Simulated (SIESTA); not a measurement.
## InP under changes of volume

One of the cells (25.670 Å³/atom); the others are scaled copies at fixed shape and fractional positions:

```
CELL_PARAMETERS angstrom
0.00000 2.94991 2.94991
2.94991 0.00000 2.94991
2.94991 2.94991 0.00000
ATOMIC_POSITIONS crystal
In 0.00000 0.00000 0.00000
P 0.75000 0.75000 0.75000
```

* Program: SIESTA 5.4.2
* Functional: PBE
* Potentials or basis: PseudoDojo 0.4 standard (PBE files)
* Basis: DZP (energy shift 0.003 Ry; two zetas on semicore shells)
* Grid cutoff: 500 Ry
* Energy shift: 0.003 Ry
* k mesh: 8 × 8 × 8
* Occupations: fermi-dirac, width 0.05 eV
* Spin: no spin polarisation

```tsv
volume (Å³/atom)	energy over the lowest point (meV/atom)	pressure (GPa)	gap on the mesh (eV)
23.657	?	?	?
24.160	47.45	7.1	1.12
24.663	28.11	5.3	0.99
25.670	5.22	2.1	0.74
26.173	0.67	0.8	0.62
26.677	0.00	-0.4	0.50
```

Question: What does the run at 23.657 Å³/atom give?

Answer: Energy over the lowest point 72.80 meV/atom; pressure 9.1 GPa; gap on the mesh 1.25 eV.

Worked out: A Birch-Murnaghan fit of order 3 (a polynomial in V^(-2/3)) to the other rows has its minimum at 26.51 Å³/atom with B0 = V·E''(V) = 61 GPa and B' = 4.8. It gives 72.92 meV/atom at 23.657 Å³/atom, against the run's 72.80, and -dE/dV = 9.2 GPa, against 9.1. A straight line through the other rows of the gap, of slope -6.25 eV per unit of ln V (its deformation potential), extrapolates to 1.25 eV, against the run's 1.25.

Energies are extrapolated to zero smearing.

Caveats: spin-orbit coupling is left out, which moves the levels of the heavy elements; the basis of atomic orbitals isn't converged, which shifts pressures, moduli and gaps.

A mesh can miss the band edges.
